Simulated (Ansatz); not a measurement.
CaF2 (fluorite)

```xyz
3
Lattice="0.0000 2.7202 2.7202 2.7202 0.0000 2.7202 2.7202 2.7202 0.0000" Properties=species:S:1:pos:R:3 pbc="T T T"
Ca     0.0000     0.0000     0.0000
F      1.3601     1.3601     1.3601
F      4.0804     4.0804     4.0804
```

Level of theory: r2SCAN (plane waves to 500 eV, PAW, scalar-relativistic; Ansatz, an electronic-structure program). Harmonic phonons by density-functional perturbation theory on a 8×8×8 k mesh, in cm⁻¹; i marks imaginary ones, q is in fractions of the reciprocal vectors of the cell shown, and the three acoustic modes at Γ are left out. The non-analytic (LO-TO) term is not included, so polar modes at Γ have their transverse values. CaF2 was relaxed with its symmetry unable to fall. The PAW data are Ansatz's earlier set.

Question: Is the structure dynamically stable at Γ?

Answer: No imaginary mode at these points (lowest 263 cm⁻¹ at Γ); other wave vectors were not tested.

Question: List the wavenumbers at Γ, with degeneracies.

Answer: 
| q | wavenumbers (cm⁻¹) |
|---|---|
| Γ | 263 (×3), 328 (×3) |
